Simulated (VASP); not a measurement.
# AlN (P6_3mc) in VASP: a series of runs, part 4 of 5

VASP 6.6.1. Earlier steps stand in the parts before.

**6. Phonons, LDA, target pressure 1.5 GPa, at which the enthalpy is minimised**

File POSCAR:

```
AlN
1.0
    3.0912892629      0.0000000000      0.0000000000
   -1.5456446315      2.6771350322     -0.0000000000
    0.0000000000      0.0000000000      4.9479177818
  Al              N
     2     2
Direct
     0.3333333332999970    0.6666666667000030    0.9990259567857883
     0.6666666667000030    0.3333333332999970    0.4990259567857884
     0.3333333332999970    0.6666666667000030    0.3809740432142142
     0.6666666667000030    0.3333333332999970    0.8809740432142142
```

File INCAR.step1:

```
SYSTEM = AlN
ALGO     = Normal         ! electronic algorithm
EDIFF    = 1E-8           ! SCF threshold, eV
EDIFFG   = -0.002         ! ionic threshold
ENCUT    = 600            ! plane-wave cutoff, eV
IBRION   = 2              ! ionic algorithm
ISIF     = 3              ! what is computed and relaxed
ISMEAR   = 0              ! smearing method
LASPH    = .TRUE.         ! aspherical terms in the spheres
LCHARG   = .FALSE.        ! write CHGCAR
LREAL    = .FALSE.        ! projectors in reciprocal space
LWAVE    = .FALSE.        ! write WAVECAR
NELM     = 80             ! most SCF steps
NSW      = 40             ! ionic steps
PREC     = Accurate       ! precision mode
PSTRESS  = 15.0         
SIGMA    = 0.03           ! smearing width, eV
```

File INCAR.step2:

```
SYSTEM = AlN
ALGO     = Normal         ! electronic algorithm
EDIFF    = 1E-8           ! SCF threshold, eV
ENCUT    = 600            ! plane-wave cutoff, eV
IBRION   = 6              ! ionic algorithm
ISIF     = 2              ! what is computed and relaxed
ISMEAR   = 0              ! smearing method
LASPH    = .TRUE.         ! aspherical terms in the spheres
LCHARG   = .FALSE.        ! write CHGCAR
LREAL    = .FALSE.        ! projectors in reciprocal space
LWAVE    = .FALSE.        ! write WAVECAR
NELM     = 80             ! most SCF steps
NFREE    = 2            
NSW      = 1              ! ionic steps
POTIM    = 0.015          ! step
PREC     = Accurate       ! precision mode
PSTRESS  = 15.0         
SIGMA    = 0.03           ! smearing width, eV
```

File KPOINTS:

```
k-points
0
G
  12 12 6
  0 0 0
```

Potentials or basis: VASP PAW LDA potentials, release 64 (Al, N).

Run with:

```bash
$ cat potpaw_LDA.64/Al/POTCAR potpaw_LDA.64/N/POTCAR > POTCAR
$ cp INCAR.step1 INCAR
$ mpirun -np 1 vasp_std > vasp.out
$ cp CONTCAR POSCAR
$ cp INCAR.step2 INCAR
$ mpirun -np 1 vasp_std > vasp.out
```

OUTCAR:

```text
SYSTEM = AlN
   EDIFF = 1E-8
   ENCUT = 600
   IBRION = 6
   ISIF = 2
   ISMEAR = 0
   LASPH = .TRUE.
   LREAL = .FALSE.
   NELM = 80
   NFREE = 2
   NSW = 1
   POTIM = 0.015
   PREC = Accurate
   PSTRESS = 15.0

 ion  position               nearest neighbor table
   1  0.333  0.667  0.999-   4 1.87   4 1.87   4 1.87   3 1.89   2 3.04   2 3.04   2 3.04   2 3.04
                             2 3.04   2 3.04
   2  0.667  0.333  0.499-   3 1.87   3 1.87   3 1.87   4 1.89   1 3.04   1 3.04   1 3.04   1 3.04
                             1 3.04   1 3.04
   3  0.333  0.667  0.381-   2 1.87   2 1.87   2 1.87   1 1.89
   4  0.667  0.333  0.881-   1 1.87   1 1.87   1 1.87   2 1.89

  LATTYP: Found a hexagonal cell.
 ALAT       =     3.0845929744
 C/A-ratio  =     1.5997589847

  Lattice vectors:

 A1 = (   3.0845929744,  -0.0000000000,   0.0000000000)
 A2 = (  -1.5422964872,   2.6713358762,   0.0000000000)
 A3 = (   0.0000000000,   0.0000000000,   4.9346053250)

Analysis of symmetry for initial positions (statically):
=====================================================================
 Subroutine PRICEL returns:
 Original cell was already a primitive cell.

 Routine SETGRP: Setting up the symmetry group for a
 hexagonal supercell.

 Subroutine GETGRP returns: Found 12 space group operations
 (whereof  6 operations were pure point group operations)
 out of a pool of 24 trial point group operations.

The static configuration has the point symmetry C_3v.
 The point group associated with its full space group is C_6v.

Analysis of symmetry for dynamics (positions and initial velocities):
=====================================================================
 Subroutine PRICEL returns:
[... 505 lines left out ...]
      1      -9.0429      2.00000
      2      -6.7316      2.00000
      3      -0.0226      2.00000
      4       5.2738      2.00000
      5       5.2738      2.00000
      6       5.9380      2.00000
      7       5.9380      2.00000
      8       6.1369      2.00000
      9      10.6195      0.00000
     10      12.9182      0.00000
     11      16.8328      0.00000
     12      17.2862      0.00000
[... 331 lines left out ...]
 k-point    24 :       0.3333    0.0000    0.1667
  band No.  band energies     occupation
      1      -7.6366      2.00000
      2      -6.2954      2.00000
      3       1.1048      2.00000
      4       2.1283      2.00000
      5       2.7432      2.00000
      6       4.3347      2.00000
      7       5.3224      2.00000
      8       5.4876      2.00000
      9      11.9776      0.00000
     10      12.7673      0.00000
     11      14.8147      0.00000
     12      16.3279      0.00000

 [... further k-points ...]
[... 5 lines left out ...]
  --------------------------------------------------------------------------------------
  -------------------------------------------------------------------------------------
  Total        0.2912979      0.2912979      0.5952258     -0.0000000      0.0000000      0.0000000
  in kB       11.4780763     11.4780763     23.4538187     -0.0000000      0.0000000      0.0000000
  external PRESSURE =       0.4699904 kB  Pullay stress =      15.0000000 kB
[... 23 lines left out ...]
  energy  without entropy=      -32.8385343394  energy(sigma->0) =      -32.83853434

  enthalpy is  TOTEN    =       -32.4578548645 eV   P V=        0.3806794749

 INTERNAL STRAIN TENSORS FROM DISPLACED ATOMS
 ============================================

 INTERNAL STRAIN TENSOR FOR ION    1 for displacements in x,y,z  (eV/Angst):
          X           Y           Z          XY          YZ          ZX
  --------------------------------------------------------------------------------
  x     0.00000    -0.00000    -0.00000    -9.92226     0.00000    -5.87538
  y    -9.92226     9.92226    -0.00000    -0.00000    -5.87538     0.00000
  z    -6.11349    -6.11349    13.57610     0.00000    -0.00000     0.00000

 INTERNAL STRAIN TENSOR FOR ION    4 for displacements in x,y,z  (eV/Angst):
          X           Y           Z          XY          YZ          ZX
  --------------------------------------------------------------------------------
  x    -0.00000     0.00000    -0.00000    11.51099    -0.00000     5.87263
  y    11.51099   -11.51099    -0.00000     0.00000     5.87263    -0.00000
  z     6.12338     6.12338   -13.57906    -0.00000     0.00000    -0.00000

 Eigenvectors and eigenvalues of the dynamical matrix
 ----------------------------------------------------

   1 f  =   22.104799 THz   138.888549 2PiTHz  737.336732 cm-1    91.418062 meV
             X         Y         Z           dx          dy          dz
     -0.000000  1.780891  4.929434     0.000000   -0.000000    0.016649
      1.542296  0.890445  2.462131     0.000000   -0.000000   -0.016649
     -0.000000  1.780891  1.880322    -0.000000   -0.000000   -0.706911
      1.542296  0.890445  4.347624    -0.000000    0.000000    0.706911
[... 71 lines left out ...]
  12 f/i=    0.000960 THz     0.006033 2PiTHz    0.032027 cm-1     0.003971 meV
             X         Y         Z           dx          dy          dz
     -0.000000  1.780891  4.929434    -0.109927    0.563133   -0.000000
      1.542296  0.890445  2.462131    -0.109927    0.563133   -0.000000
     -0.000000  1.780891  1.880322    -0.079179    0.405620   -0.000000
      1.542296  0.890445  4.347624    -0.079179    0.405620   -0.000000

 ELASTIC MODULI CONTR FROM IONIC RELAXATION (kBar)
 Direction    XX          YY          ZZ          XY          YZ          ZX
 --------------------------------------------------------------------------------
 XX        -829.6575    391.7237    485.9152      0.0000      0.0000      0.0000
 YY         391.7237   -829.6575    485.9152      0.0000     -0.0000     -0.0000
 ZZ         485.9152    485.9152  -1078.3070     -0.0000      0.0000      0.0000
 XY           0.0000      0.0000     -0.0000   -610.6906      0.0000      0.0000
 YZ           0.0000     -0.0000      0.0000      0.0000   -168.8861      0.0000
 ZX           0.0000     -0.0000      0.0000      0.0000      0.0000   -168.8861
 --------------------------------------------------------------------------------
```

OUTCAR.step1:

```text
SYSTEM = AlN
   EDIFF = 1E-8
   EDIFFG = -0.002
   ENCUT = 600
   IBRION = 2
   ISIF = 3
   ISMEAR = 0
   LASPH = .TRUE.
[... 912 lines left out ...]
  -------------------------------------------------------------------------------------
  Total        0.3802713      0.3802713      0.3804365     -0.0000000      0.0000000      0.0000000
  in kB       14.9839162     14.9839162     14.9904265     -0.0000000      0.0000000      0.0000000
  external PRESSURE =      -0.0139137 kB  Pullay stress =      15.0000000 kB
[... 23 lines left out ...]
  energy  without entropy=      -32.8412270485  energy(sigma->0) =      -32.84122705

  enthalpy is  TOTEN    =       -32.4605475736 eV   P V=        0.3806794749

 reached required accuracy - stopping structural energy minimisation
```

OSZICAR.step1:

```text
N       E                     dE             d eps       ncg     rms          rms(c)
DAV:   1     0.564478475782E+02    0.56448E+02   -0.83671E+03  1824   0.135E+03
DAV:   2    -0.338492407090E+02   -0.90297E+02   -0.83084E+02  2624   0.226E+02
DAV:   3    -0.379470704808E+02   -0.40978E+01   -0.40775E+01  2400   0.524E+01
[... 64 lines left out ...]
DAV:   1    -0.328412277478E+02    0.47328E-04   -0.12388E-04  1824   0.105E-01    0.556E-03
DAV:   2    -0.328412271325E+02    0.61529E-06   -0.33020E-06  2208   0.156E-02    0.208E-03
DAV:   3    -0.328412270621E+02    0.70425E-07   -0.23875E-07  2020   0.422E-03    0.703E-04
DAV:   4    -0.328412270503E+02    0.11750E-07   -0.36774E-08  1808   0.169E-03    0.304E-04
DAV:   5    -0.328412270485E+02    0.18322E-08   -0.64107E-09   920   0.735E-04
   9 F= -.32460548E+02 E0= -.32460548E+02  d E =-.134337E-05
```

It took 12 min on 1 thread of Intel Xeon Platinum 8259CL at 2.50GHz (Skylake/Cascade Lake), shared host; peak memory 0.49 GiB.

What came out:

| Item | Value |
| --- | --- |
| Relaxed volume | 10.17 Å³/atom |
| Relaxed cell | a = 3.085 Å, b = 3.085 Å, c = 4.935 Å, α = 90.00°, β = 90.00°, γ = 120.00° |
| Space group after relaxing (to 0.05 Å) | P6_3mc (No. 186) |
| Highest phonon frequency at Γ, LO-TO splitting left out | 737 cm⁻¹ |

Step by step:
```csv
step,energy change (eV),largest force (eV/Å),pressure (GPa),volume (Å³)
1,0.0000,0.0002,0.00,40.95
2,0.0053,0.0062,3.02,40.38
3,0.0013,0.0032,1.50,40.66
4,0.0014,0.0033,1.53,40.66
5,0.0014,0.0035,1.53,40.66
6,0.0014,0.0037,1.53,40.66
7,0.0014,0.0036,1.53,40.66
8,0.0013,0.0028,1.47,40.67
9,0.0013,0.0003,1.50,40.66
```

Final structure:
```yaml
crystal:
  lattice:
    - [3.08459, 0.00000, 0.00000]
    - [-1.54230, 2.67134, 0.00000]
    - [0.00000, 0.00000, 4.93461]
  atoms:
    - { symbol: Al, position: [0.33333, 0.66667, 0.99895] }
    - { symbol: Al, position: [0.66667, 0.33333, 0.49895] }
    - { symbol: N, position: [0.33333, 0.66667, 0.38105] }
    - { symbol: N, position: [0.66667, 0.33333, 0.88105] }
```

Phonon frequencies in cm⁻¹ (negative: imaginary):
```csv
q point,frequencies
"(0.000, 0.000, 0.000)",0 0 0 239 239 557 630 679 679 689 689 737
```

(Continued in part 5 of 5.)
